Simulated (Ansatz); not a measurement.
## NMR crystallography of Ge: given against relaxed positions

Start: a structure deposited in the COD, atoms as given.

```cif
data_Ge
_symmetry_space_group_name_H-M 'P4_32_12'
_symmetry_Int_Tables_number 96
_cell_length_a 5.9300
_cell_length_b 5.9300
_cell_length_c 6.9800
_cell_angle_alpha 90.000
_cell_angle_beta 90.000
_cell_angle_gamma 90.000
loop_
_atom_site_label
_atom_site_type_symbol
_atom_site_symmetry_multiplicity
_atom_site_Wyckoff_symbol
_atom_site_fract_x
_atom_site_fract_y
_atom_site_fract_z
Ge1 Ge 4 a 0.0912 0.0912 0.0000
Ge5 Ge 8 b 0.1730 0.3784 0.2486
```

One atom of each set is listed.

The numbers come from a DFT calculation in Ansatz (PBE, plane waves and PAW (field gradients read without the response of the frozen cores, which leaves them typically 4 to 6 % off), scalar-relativistic, 420 eV cutoff, Γ-centred 6×6×5 k-points, Fermi–Dirac smearing 0.05 eV).

The largest force at the start is 0.25 eV/Å. Relaxing the ions at fixed cell moves them by 0.094 Å at most (atom 8, Ge) and 0.077 Å rms. End positions:

Ge1 (0.0900, 0.0900, 0.0000)
Ge5 (0.1724, 0.3692, 0.2595)

```json
{"site": "Ge1", "moved (Å)": "0.010", "first shell before": "4 Ge at 2.48–2.49 Å", "first shell after": "4 Ge at 2.49–2.50 Å", "V_zz before (10²¹ V/m²)": "5.32", "η before": "0.64"}
{"site": "Ge5", "moved (Å)": "0.094", "first shell before": "4 Ge at 2.48–2.49 Å", "first shell after": "4 Ge at 2.49–2.52 Å", "V_zz before (10²¹ V/m²)": "4.27", "η before": "0.88"}
```

Question: What are V_zz and η after the relaxation?

Answer: 

```
site  V_zz after  η after  change of V_zz
 Ge1        4.31     0.77           -1.01
 Ge5        5.65     0.83           +1.38
```

The largest change of V_zz is on Ge5, from 4.27 to 5.65. In per cent, |V_zz| changes by -19 to +32 on Ge (all sites that start above 0.5).

After: With a gap of 0.5 eV on this mesh, the gradients can still move by some per cent as the k-mesh gets denser.
